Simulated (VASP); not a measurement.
# Cu (P6_3/mmc) in VASP: a series of runs

The runs below take Cu through single point, relaxation of cell and atoms, with PBE.

Program: VASP 6.6.1. These are calculated values, not measurements. Logs are shortened: lines on timing, memory, paths and dates and some standing lists are left out, and cuts for length are marked.

## 1. The structure

The structure is hexagonal, space group P6_3/mmc (No. 194). Conventional cell: a = 2.568 Å, b = 2.568 Å, c = 4.190 Å, α = 90.00°, β = 90.00°, γ = 120.00°. Cu (site symmetry -6m2) is surrounded by 12 Cu at 2.57 Å.

The cell was built by a generator and needn't be a form met in nature.

## 2. Single point, PBE

Contents of INCAR:

```
SYSTEM = Cu
PREC     = Accurate       ! precision mode
ENCUT    = 520            ! plane-wave cutoff, eV
EDIFF    = 1E-6           ! SCF threshold, eV
ISMEAR   = 0              ! smearing method
SIGMA    = 0.05           ! smearing width, eV
LREAL    = .FALSE.        ! projectors in reciprocal space
LASPH    = .TRUE.         ! aspherical terms in the spheres
NELM     = 100            ! most SCF steps
ALGO     = Fast           ! electronic algorithm
ISIF     = 2              ! what is computed and relaxed
LWAVE    = .FALSE.        ! write WAVECAR
LCHARG   = .FALSE.        ! write CHGCAR
GGA      = PE             ! functional
NBANDS   = 18             ! bands
```

Contents of KPOINTS:

```
Automatic mesh
0
G
  18 18 10
  0 0 0
```

Contents of POSCAR:

```
Cu
1.0
    2.5677257830      0.0000000000      0.0000000000
   -1.2838628915      2.2237157580      0.0000000000
    0.0000000000      0.0000000000      4.1903958827
Cu
2
Direct
    0.3333333333      0.6666666667      0.7500000000
    0.6666666667      0.3333333333      0.2500000000
```

Potentials or basis: VASP PAW PBE potentials, release 64 (Cu).

Run with:

```console
$ cat potpaw_PBE.64/Cu/POTCAR > POTCAR
$ mpirun -np 1 vasp_std > vasp.out
```

OUTCAR:

```text
SYSTEM = Cu
   PREC = Accurate
   ENCUT = 520
   EDIFF = 1E-6
   ISMEAR = 0
   LREAL = .FALSE.
   LASPH = .TRUE.
   NELM = 100
   ISIF = 2
   GGA = PE

 ion  position               nearest neighbor table
   1  0.333  0.667  0.750-   2 2.57   2 2.57   2 2.57   2 2.57   2 2.57   2 2.57
   2  0.667  0.333  0.250-   1 2.57   1 2.57   1 2.57   1 2.57   1 2.57   1 2.57

  LATTYP: Found a hexagonal cell.
 ALAT       =     2.5677257830
 C/A-ratio  =     1.6319483609

  Lattice vectors:

 A1 = (   2.5677257830,   0.0000000000,   0.0000000000)
 A2 = (  -1.2838628915,   2.2237157580,   0.0000000000)
 A3 = (   0.0000000000,   0.0000000000,   4.1903958827)

Analysis of symmetry for initial positions (statically):
=====================================================================
 Subroutine PRICEL returns:
 Original cell was already a primitive cell.

 Routine SETGRP: Setting up the symmetry group for a
 hexagonal supercell.

 Subroutine GETGRP returns: Found 24 space group operations
 (whereof 12 operations were pure point group operations)
 out of a pool of 24 trial point group operations.

The static configuration has the point symmetry D_3d.
 The point group associated with its full space group is D_6h.

Analysis of symmetry for dynamics (positions and initial velocities):
=====================================================================
 Subroutine PRICEL returns:
 Original cell was already a primitive cell.

 Routine SETGRP: Setting up the symmetry group for a
 hexagonal supercell.

 Subroutine GETGRP returns: Found 24 space group operations
 (whereof 12 operations were pure point group operations)
 out of a pool of 24 trial point group operations.

The dynamic configuration has the point symmetry D_3d.
 The point group associated with its full space group is D_6h.

 Subroutine INISYM returns: Found 24 space group operations
 (whereof 12 operations are pure point group operations),
 and found     1 'primitive' translations

----------------------------------------------------------------------------------------

                                     Primitive cell

  volume of cell :      23.9267

  direct lattice vectors                    reciprocal lattice vectors
     2.567725783  0.000000000  0.000000000     0.389449686  0.224848881  0.000000000
    -1.283862892  2.223715758  0.000000000     0.000000000  0.449697762  0.000000000
     0.000000000  0.000000000  4.190395883     0.000000000  0.000000000  0.238640937

  length of vectors
     2.567725783  2.567725783  4.190395883     0.449697762  0.449697762  0.238640937

  position of ions in fractional coordinates (direct lattice)
     0.333333333  0.666666667  0.750000000
     0.666666667  0.333333333  0.250000000

  ion indices of the primitive-cell ions
   primitive index   ion index
                 1           1
                 2           2

----------------------------------------------------------------------------------------

 KPOINTS: Automatic mesh

Automatic generation of k-mesh.
 Grid dimensions read from file:
 generate k-points for:   18   18   10

 Generating k-lattice:

  Cartesian coordinates                     Fractional coordinates (reciprocal lattice)
     0.021636094  0.012491605  0.000000000     0.055555556 -0.000000000  0.000000000
     0.000000000  0.024983209  0.000000000     0.000000000  0.055555556  0.000000000
     0.000000000  0.000000000  0.023864094     0.000000000  0.000000000  0.100000000

  Length of vectors
     0.024983209  0.024983209  0.023864094

  Shift w.r.t. Gamma in fractional coordinates (k-lattice)
     0.000000000  0.000000000  0.000000000

 Subroutine IBZKPT returns following result:
 ===========================================

 Found    222 irreducible k-points:

 Following reciprocal coordinates:
            Coordinates               Weight
  0.000000  0.000000  0.000000      1.000000
  0.055556 -0.000000  0.000000      6.000000
  0.111111 -0.000000  0.000000      6.000000
  0.166667 -0.000000  0.000000      6.000000
  0.222222 -0.000000  0.000000      6.000000
  0.277778  0.000000  0.000000      6.000000
[... 16 lines left out ...]
  0.333333  0.111111  0.000000     12.000000
  0.388889  0.111111  0.000000     12.000000
 [... further k-points ...]
   k-points           NKPTS =    222   k-points in BZ     NKDIM =    222   number of bands    NBANDS=     18
   number of dos      NEDOS =    301   number of ions     NIONS =      2
   total plane-waves  NPLWV =  12800
   dimension x,y,z NGX =    20 NGY =   20 NGZ =   32
   dimension x,y,z NGXF=    40 NGYF=   40 NGZF=   64
   ions per type =               2
   NGX,Y,Z   is equivalent  to a cutoff of  12.95, 12.95, 12.70 a.u.
   NGXF,Y,Z  is equivalent  to a cutoff of  25.90, 25.90, 25.39 a.u.
 SYSTEM =  Cu
   PREC   = accura    normal or accurate (medium, high low for compatibility)
   ISTART =      0    job   : 0-new  1-cont  2-samecut
   ICHARG =      2    charge: 1-file 2-atom 10-const
   ISPIN  =      1    spin polarized calculation?
   LNONCOLLINEAR =      F non collinear calculations
   LSORBIT =      F    spin-orbit coupling
   LASPH  =      T    aspherical Exc in radial PAW
   ENCUT  =  520.0 eV  38.22 Ry    6.18 a.u.   4.77  4.77  7.79*2*pi/ulx,y,z
   NELM   =    100;   NELMIN=  2; NELMDL= -5     # of ELM steps
   EDIFF  = 0.1E-05   stopping-criterion for ELM
   LREAL  =      F    real-space projection
   EDIFFG = 0.1E-04   stopping-criterion for IOM
   NSW    =      0    number of steps for IOM
   IBRION =     -1    ionic relax: 0-MD 1-quasi-New 2-CG
   NFREE  =      0    steps in history (QN), initial steepest desc. (CG)
   ISIF   =      2    stress and relaxation
   ISYM   =      2    0-nonsym 1-usesym 2-fastsym
   POTIM  = 0.5000    time-step for ionic-motion
   TEBEG  =    0.0;   TEEND  =   0.0 temperature during run
   PSTRESS=    0.0 pullay stress
   NELECT =      22.0000    total number of electrons
   NUPDOWN=      -1.0000    fix difference up-down
   EMIN   =  10.00;   EMAX   =-10.00  energy-range for DOS
   EFERMI =   0.00;   METHOD = LEGACY
   ISMEAR =     0;   SIGMA  =   0.05  broadening in eV -4-tet -1-fermi 0-gaus
   EFERMI_NEDOS =   21; number of points for ismear=-14 and -15
   IALGO  =     68    algorithm
   IMIX   =      4    mixing-type and parameters
     AMIX     =   0.40;   BMIX     =  1.00
     AMIX_MAG =   1.60;   BMIX_MAG =  1.00
  volume/ion in A,a.u.               =      11.96        80.73
  Fermi-wavevector in a.u.,A,eV,Ry     =   1.591921  3.008294 34.480036  2.534211
  Thomas-Fermi vector in A             =   2.690386
   LORBIT       =      0    0 simple, 1 ext, 2 COOP (PROOUT), +10 PAW based schemes
   GGA     = PE    functional components
   LHFCALC =     F    Hartree Fock is set to
   AEXX    =    0.0000 exact exchange contribution
   IVDW    =     0    specifies the selected vdW correction
   LEPSILON=     F    determine dielectric tensor
   LRPA    =     F    only Hartree local field effects (RPA)
 non-spin polarized calculation
 RMM-DIIS sequential band-by-band and
 Gauss-broadening in eV      SIGMA  =   0.05
  energy-cutoff  :      520.00
  volume of cell :       23.93
 maximum number of plane-waves:       668
 NGX is ok and might be reduce to    20
   NGX =  9   NGY =  9   NGZ = 15

 number of electron      22.0000007 magnetization

 Free energy of the ion-electron system (eV)
  ---------------------------------------------------
  ext. energy  EPLUGINS =         0.00000000
  ---------------------------------------------------
  free energy    TOTEN  =        -7.43533145 eV

  energy without entropy =       -7.43400297  energy(sigma->0) =       -7.43466721

 E-fermi :   7.3606     XC(G=0): -12.6510

 val. band max:        7.3519067976   @ k =   0.2222   0.2222   0.5000
 cond. band min:       7.3919097361   @ k =   0.3333   0.1667   0.3000
 fundamental gap:      0.0400029384
 Fermi energy:         7.3605825555

 k-point     1 :       0.0000    0.0000    0.0000
  band No.  band energies     occupation
      1      -1.8269      2.00000
      2       2.4212      2.00000
      3       4.4361      2.00000
      4       4.4967      2.00000
      5       4.4967      2.00000
      6       4.6999      2.00000
[... 10 lines left out ...]
     17      30.6441      0.00000
     18      30.6952      0.00000

 k-point     2 :       0.0556   -0.0000    0.0000
  band No.  band energies     occupation
      1      -1.7278      2.00000
      2       2.4785      2.00000
      3       4.3719      2.00000
      4       4.5323      2.00000
      5       4.5520      2.00000
      6       4.6820      2.00000
[... 10 lines left out ...]
     17      31.4652      0.00000
     18      31.7073      0.00000

 k-point     3 :       0.1111   -0.0000    0.0000
  band No.  band energies     occupation
      1      -1.4334      2.00000
      2       2.6398      2.00000
      3       4.2638      2.00000
      4       4.6004      2.00000
      5       4.6362      2.00000
      6       4.6741      2.00000
[... 10 lines left out ...]
     17      31.2721      0.00000
     18      32.0477      0.00000

 k-point     4 :       0.1667   -0.0000    0.0000
  band No.  band energies     occupation
      1      -0.9529      2.00000
      2       2.8681      2.00000
      3       4.1409      2.00000
      4       4.3163      2.00000
      5       4.5362      2.00000
      6       4.7942      2.00000
[... 375 lines left out ...]
      4       3.8943      2.00000
      5       4.4091      2.00000
      6       4.5564      2.00000
[... 10 lines left out ...]
     17      23.1251      0.00000
     18      26.7964      0.00000

 k-point    23 :       0.3333    0.1111    0.0000
  band No.  band energies     occupation
      1       2.2519      2.00000
      2       3.1939      2.00000
      3       3.3098      2.00000
      4       3.9981      2.00000
      5       4.3730      2.00000
      6       4.6028      2.00000
[... 10 lines left out ...]
     17      21.0994      0.00000
     18      26.3453      0.00000

 k-point    24 :       0.3889    0.1111    0.0000
  band No.  band energies     occupation
      1       2.6936      2.00000
      2       3.1076      2.00000
      3       3.2324      2.00000
      4       4.1536      2.00000
      5       4.3647      2.00000
      6       4.5251      2.00000
[... 10 lines left out ...]
     17      19.4233      0.00000
     18      26.0730      0.00000

 [... further k-points ...]

------------------------ aborting loop because EDIFF is reached ----------------------------------------

  FORCE on cell =-STRESS in cart. coord.  units (eV):
  Direction    XX          YY          ZZ          XY          YZ          ZX
  --------------------------------------------------------------------------------------
  -------------------------------------------------------------------------------------
  Total        0.2275335      0.2275335      0.2204189      0.0000000      0.0000000      0.0000000
  in kB       15.2360670     15.2360670     14.7596635      0.0000000      0.0000000      0.0000000
  external PRESSURE =      15.0772659 kB  Pullay stress =       0.0000000 kB

 VOLUME and BASIS-vectors are now :
 -----------------------------------------------------------------------------
  energy-cutoff  :      520.00
  volume of cell :       23.93
      direct lattice vectors                 reciprocal lattice vectors
     2.567725783  0.000000000  0.000000000     0.389449686  0.224848881  0.000000000
    -1.283862892  2.223715758  0.000000000     0.000000000  0.449697762  0.000000000
     0.000000000  0.000000000  4.190395883     0.000000000  0.000000000  0.238640937

 POSITION                                       TOTAL-FORCE (eV/Angst)
 -----------------------------------------------------------------------------------
     -0.00000      1.48248      3.14280        -0.000000     -0.000000      0.000000
      1.28386      0.74124      1.04760         0.000000      0.000000     -0.000000
 -----------------------------------------------------------------------------------
    total drift:                               -0.000000      0.000000     -0.000000

  FREE ENERGIE OF THE ION-ELECTRON SYSTEM (eV)
  ---------------------------------------------------
  free  energy   TOTEN  =        -7.4353314515 eV

  energy  without entropy=       -7.4340029675  energy(sigma->0) =       -7.43466721
```

It took 34 s on 1 thread of Intel Xeon 6975P-C (Granite Rapids), shared host; peak memory 0.19 GiB.

What came out:

```
Free energy            : -7.4353 eV
Pressure               : 1.5 GPa
Band gap on the k mesh : none (metal or under the smearing width)
```

## 3. Single point, PBE

Contents of INCAR:

```
SYSTEM = Cu
PREC = Accurate ; ENCUT = 520
EDIFF = 1E-6 ; ISMEAR = 0
SIGMA = 0.05 ; LREAL = .FALSE.
LASPH = .TRUE. ; NELM = 100
ALGO = Normal ; ISIF = 2
LWAVE = .FALSE. ; LCHARG = .FALSE.
GGA = PE ; NBANDS = 18
```

Contents of KPOINTS:

```
regular mesh
0
G
  18 18 10
  0 0 0
```

POSCAR is that of step 2.

Potentials or basis: VASP PAW PBE potentials, release 64 (Cu).

Run with:

```console
$ cat potpaw_PBE.64/Cu/POTCAR > POTCAR
$ mpirun -np 1 vasp_std > vasp.out
```

It took 26 s on 1 thread of Intel Xeon 6975P-C (Granite Rapids), shared host; peak memory 0.2 GiB.

The run converged. Its results:

```yaml
Free_energy: -7.4353 eV
Pressure: 0.8 GPa
Band_gap_on_the_k_mesh: none (metal or under the smearing width)
```

Levels at points of the mesh, in eV from the Fermi level:
```
           k point  band 8  band 9  band 10  band 11  band 12  band 13  band 14  band 15
(0.00, 0.00, 0.00)   -2.39   -2.39    -1.66    -1.66    -0.89     3.77    21.30    21.59
(0.50, 0.00, 0.00)   -1.56   -1.52    -1.47     0.07     1.59     7.77     8.11    10.65
(0.00, 0.00, 0.50)   -2.90   -1.87    -1.87    -1.87    -1.87    12.42    12.42    21.99
(0.50, 0.00, 0.50)   -1.82   -1.50    -1.50     0.57     0.57     4.83     4.83    16.02
```

## 4. Relaxation of cell and atoms, PBE

This run uses another cell than the first one, of 11.76 Å³/atom, 0.983 times its volume.

Contents of INCAR:

```
PREC     = Accurate       # precision mode
ENCUT    = 600            # plane-wave cutoff, eV
EDIFF    = 1E-6           # SCF threshold, eV
ISMEAR   = 0              # smearing method
SIGMA    = 0.05           # smearing width, eV
LREAL    = F              # projectors in reciprocal space
LASPH    = T              # aspherical terms in the spheres
NELM     = 100            # most SCF steps
ALGO     = Normal         # electronic algorithm
ISIF     = 3              # what is computed and relaxed
LWAVE    = F              # write WAVECAR
LCHARG   = F              # write CHGCAR
GGA      = PE             # functional
IBRION   = 2              # ionic algorithm
NSW      = 80             # ionic steps
EDIFFG   = -0.01          # ionic threshold
```

Contents of KPOINTS:

```
Automatic mesh
0
Gamma
  18 18 10
```

Contents of POSCAR:

```
Cu
1.0
    2.5524804075      0.0000000000      0.0000000000
   -1.2762402038      2.2105128756      0.0000000000
    0.0000000000      0.0000000000      4.1690513323
Cu
2
Direct
    0.3333333333      0.6666666667      0.7500000000
    0.6666666667      0.3333333333      0.2500000000
```

Run with:

```console
$ cat potpaw_PBE.64/Cu/POTCAR > POTCAR
$ mpirun -np 1 vasp_std > vasp.out
```

Wall time 64 s (1 thread of Intel Xeon 6975P-C (Granite Rapids), shared host); peak memory 0.2 GiB.

Results (log left out):

```
Free energy                            : -7.4356 eV
Relaxed volume                         : 12.02 Å³/atom
Relaxed cell                           : a = 2.571 Å, b = 2.571 Å, c = 4.198 Å, α = 90.00°, β = 90.00°, γ = 120.00°
Space group after relaxing (to 0.05 Å) : P6_3/mmc (No. 194)
Energy gained by relaxing              : 2.6 meV/atom
Ionic steps                            : 3
Pressure after relaxing                : 0.1 GPa
Band gap on the k mesh                 : none (metal or under the smearing width)
```

Stress tensor (GPa, compression positive):
```
 0.11  0.00  0.00
 0.00  0.11  0.00
 0.00  0.00 -0.01
```

The path:
| step | energy change (eV) | largest force (eV/Å) | pressure (GPa) | volume (Å³) |
| --- | --- | --- | --- | --- |
| 1 | 0.0000 | 0.0000 | 3.39 | 23.52 |
| 2 | -0.0032 | 0.0000 | -1.76 | 24.38 |
| 3 | -0.0051 | 0.0000 | 0.07 | 24.04 |

Final structure:
```xyz
2
Lattice="2.5713 0.0000 0.0000 -1.2857 2.2268 0.0000 0.0000 0.0000 4.1978" Properties=species:S:1:pos:R:3 pbc="T T T"
Cu    0.0000    1.4846    3.1484
Cu    1.2857    0.7423    1.0495
```

Levels at points of the mesh, in eV from the Fermi level:
| k point | band 9 | band 10 | band 11 | band 12 | band 13 | band 14 |
| --- | --- | --- | --- | --- | --- | --- |
| (0.00, 0.00, 0.00) | -2.38 | -1.65 | -1.65 | -0.88 | 3.74 | 21.27 |
| (0.50, 0.00, 0.00) | -1.52 | -1.46 | 0.07 | 1.58 | 7.74 | 8.08 |
| (0.00, 0.00, 0.50) | -1.87 | -1.87 | -1.87 | -1.87 | 12.37 | 12.37 |
| (0.50, 0.00, 0.50) | -1.50 | -1.50 | 0.58 | 0.58 | 4.80 | 4.80 |
